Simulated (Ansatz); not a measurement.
# C21O: the cost of one run

Computed with Ansatz 0.2.0 (DFT PBE+D3(BJ), scalar-relativistic, plane waves, PAW, unless a step's input says otherwise).

6 further runs of the same task are left out: 6 set aside as unsound or not needed.

## 1. Starting point

Symmetry: Fd-3m, No. 227, cubic system. Conventional cell: a = 3.557 Å, b = 3.557 Å, c = 3.557 Å, α = 90.00°, β = 90.00°, γ = 90.00°. Around C (site symmetry -43m) lie 4 C at 1.54 Å.

As a file:

```cif
data_structure
_symmetry_space_group_name_H-M 'Fd-3m:1'
_symmetry_Int_Tables_number 227
_cell_length_a 3.5570
_cell_length_b 3.5570
_cell_length_c 3.5570
_cell_angle_alpha 90.000
_cell_angle_beta 90.000
_cell_angle_gamma 90.000
_cell_volume 45.01
loop_
_atom_site_label
_atom_site_type_symbol
_atom_site_symmetry_multiplicity
_atom_site_Wyckoff_symbol
_atom_site_fract_x
_atom_site_fract_y
_atom_site_fract_z
_atom_site_occupancy
C1 C 8 a 0.50000 0.00000 0.50000 1
```

It is the result of an earlier relaxation at this level (volume 5.63 Å³/atom; gap on the mesh: 4.18 eV).

## 3. The grid

Atoms count from 1 in the order of the input.

CO (O end down) is moved over the surface cell at a fixed height above a rigid substrate; the origin of the map has the adsorbate above C17; the height is held at 2.90 Å.

First coordinate, position of O21 along the first surface vector, from above C17: 4 values from 0.00 to 0.75, periodic. Second coordinate, position of O21 along the second surface vector, from above C17: 4 values from 0.00 to 0.75, periodic.

Nothing else is relaxed. Points are written as (first, second).

The two vectors of the plane (Å): (2.515, 0.000, 0.000); (0.000, 3.557, 0.000).

(The set-up runs are not shown.)

## 4. Point (0/4, 0/4) of the map's two axes

input.yaml reads:

```yaml
crystal:
  lattice:
    - [5.0304222913, 0.0, 0.0]
    - [0.0, 3.5570457144, 0.0]
    - [0.0, 0.0, 23.8251416051]
  atoms:
    - { symbol: C, position: [0.25, 0.0, 0.1678898731] }
    - { symbol: C, position: [0.75, 0.0, 0.1678898731] }
    - { symbol: C, position: [0.0, 0.25, 0.1678898731] }
    - { symbol: C, position: [0.5, 0.25, 0.1678898731] }
    - { symbol: C, position: [0.0, 0.5, 0.2206746831] }
    - { symbol: C, position: [0.5, 0.5, 0.2206746831] }
    - { symbol: C, position: [0.25, 0.75, 0.2206746831] }
    - { symbol: C, position: [0.75, 0.75, 0.2206746831] }
    - { symbol: C, position: [0.25, 0.0023818432, 0.2733210081] }
    - { symbol: C, position: [0.75, 0.0023818432, 0.2733210081] }
    - { symbol: C, position: [0.0, 0.2476181568, 0.2733210081] }
    - { symbol: C, position: [0.5, 0.2476181568, 0.2733210081] }
    - { symbol: C, position: [0.0, 0.5094747646, 0.3275705903] }
    - { symbol: C, position: [0.5, 0.5094747646, 0.3275705903] }
    - { symbol: C, position: [0.25, 0.7405252354, 0.3275705903] }
    - { symbol: C, position: [0.75, 0.7405252354, 0.3275705903] }
    - { symbol: C, position: [0.25, 0.0286707501, 0.3725115994] }
    - { symbol: C, position: [0.75, 0.0286707501, 0.3725115994] }
    - { symbol: C, position: [0.0, 0.2213292499, 0.3725115994] }
    - { symbol: C, position: [0.5, 0.2213292499, 0.3725115994] }
    - { symbol: O, position: [0.25, 0.0286707501, 0.4942317574] }
    - { symbol: C, position: [0.25, 0.0286707501, 0.5425000959] }
basis:
  ecutwfc: 420
kpoints:
  mp_grid: { grid: [5, 8, 1] }
hamiltonian:
  xc: pbe
  pseudopotentials: { kind: paw, azcp: { folder: soft_1 } }
  dispersion: d3bj
scf:
  occupations: { method: gaussian, width: 0.05 }
output:
  forces: true
  eigenvalues: true
efield:
  axis: 3
  dipole_correction: true
  ramp_width: 0.04
```

Launch:

```bash
$ ansatz run input.yaml --threads 2 --pin off --max-ram 6144MiB --backend cpu --events-out ev --progress --plain --runs-dir out
```

Q: Estimate wall time and peak memory on 2 threads of Arm Neoverse V2, shared host.

About 25 s, with a peak of 0.78 GiB.
